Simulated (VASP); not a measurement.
# P: relaxation of cell and atoms with revTPSS

The system is P.

```
CELL_PARAMETERS angstrom
-1.69151 2.51517 1.85894
1.69151 -2.51517 1.85894
1.69151 2.51517 -1.85894
ATOMIC_POSITIONS crystal
P 0.69669 0.94669 0.75000
P 0.30331 0.05331 0.25000
```

This isn't the form of P at room conditions, which is orthorhombic.

```
Program                : VASP 6.6.1
Task                   : relaxation of cell and atoms
Functional             : revTPSS
Potentials or basis    : VASP PAW PBE potentials, release 64 (P)
Cutoff                 : 600 eV
k mesh                 : 11 × 11 × 11
Occupations            : gaussian, width 0.05 eV
Spin                   : no spin polarisation
Further INCAR settings : ALGO = Normal; EDIFF = 1e-06; IBRION = 2; EDIFFG = -0.02; NSW = 40; ISIF = 3
```

- Relaxed volume: 15.65 Å³/atom
- Relaxed cell: a = 3.543 Å, b = 3.543 Å, c = 3.543 Å, α = 122.75°, β = 89.88°, γ = 117.46°
- Space group after relaxing (to 0.05 Å): Imma (No. 74)
- Energy gained by relaxing: 1.6 meV/atom
- Ionic steps: 10
- Pressure after relaxing: 0.0 GPa
- Band gap on the k mesh: none (metal or under the smearing width)

Stress tensor (GPa, compression positive):
```
-0.03  0.00  0.00
 0.00 -0.10  0.00
 0.00  0.00  0.06
```

The path:
| step | energy change (eV) | largest force (eV/Å) | pressure (GPa) | volume (Å³) |
| --- | --- | --- | --- | --- |
| 1 | 0.0000 | 0.2042 | 0.42 | 31.63 |
| 2 | -0.0014 | 0.0256 | -0.87 | 31.83 |
| 3 | -0.0016 | 0.0413 | -0.49 | 31.77 |
| 4 | -0.0024 | 0.0189 | -0.27 | 31.60 |
| 5 | -0.0027 | 0.0130 | 0.03 | 31.38 |
| 6 | -0.0027 | 0.0069 | -0.02 | 31.43 |
| 7 | -0.0031 | 0.0057 | 0.05 | 31.32 |
| 8 | -0.0031 | 0.0063 | 0.12 | 31.23 |
| 9 | -0.0031 | 0.0066 | 0.09 | 31.26 |
| 10 | -0.0031 | 0.0014 | -0.02 | 31.30 |

Final structure:
```cif
data_structure
_symmetry_space_group_name_H-M 'P 1'
_symmetry_Int_Tables_number 1
_cell_length_a 3.5425
_cell_length_b 3.5425
_cell_length_c 3.5425
_cell_angle_alpha 122.746
_cell_angle_beta 89.878
_cell_angle_gamma 117.465
_cell_volume 31.30
loop_
_atom_site_label
_atom_site_type_symbol
_atom_site_fract_x
_atom_site_fract_y
_atom_site_fract_z
_atom_site_occupancy
P1 P 0.70148 0.95148 0.75000 1
P2 P 0.29852 0.04852 0.25000 1
```

Levels at points of the mesh, in eV from the Fermi level:
```csv
k point,band 2,band 3,band 4,band 5,band 6,band 7,band 8,band 9
"(0.00, 0.00, 0.00)",-3.12,-3.01,-2.85,-2.27,1.71,2.53,4.25,5.00
```

Run time: 31 min on 1 thread of Intel(R) Xeon(R) Platinum 8375C CPU @ 2.90GHz (Ice Lake) (shared host), peak memory 0.21 GiB.

Caveat: the PAW data sets were made with another functional, which shifts forces and pressure a little.
